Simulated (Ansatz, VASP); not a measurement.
MgS in VASP and in Ansatz

```
CELL_PARAMETERS angstrom
0.00000 2.60165 2.60165
2.60165 0.00000 2.60165
2.60165 2.60165 0.00000
ATOMIC_POSITIONS crystal
Mg 0.01332 0.01332 0.01332
S 0.50000 0.50000 0.50000
```

Alike in both runs: task electric field gradients; functional PBE; k mesh 10 × 10 × 10; occupations fermi-dirac, width 0.03 eV; no spin polarisation.

|  | VASP | Ansatz |
| --- | --- | --- |
| version | VASP 6.6.1 | Ansatz 0.2.0 |
| potentials or method | VASP PAW PBE potentials, release 64 (Mg, S), cutoff 520 eV | all-electron PAW with datasets made for the crystal, scalar-relativistic |

```tsv
	VASP	Ansatz	Ansatz less VASP
gap on the k mesh at the Fermi level (eV)	2.77	2.78	+0.011
pressure (GPa)	1.3	1.6	+0.28
largest component of the traceless stress (GPa)	0.07	0.07	0.000
rms of the force components (eV/Å)	0.194	0.194	+0.0007
```

Atom by atom the forces differ by 0.001 eV/Å (rms over components). Ansatz ran all-electron here, so the differences hold the error of VASP's frozen core and of both bases.

A k mesh can miss the band edges. A hybrid or GW would open this gap; PBE tends to underestimate it.
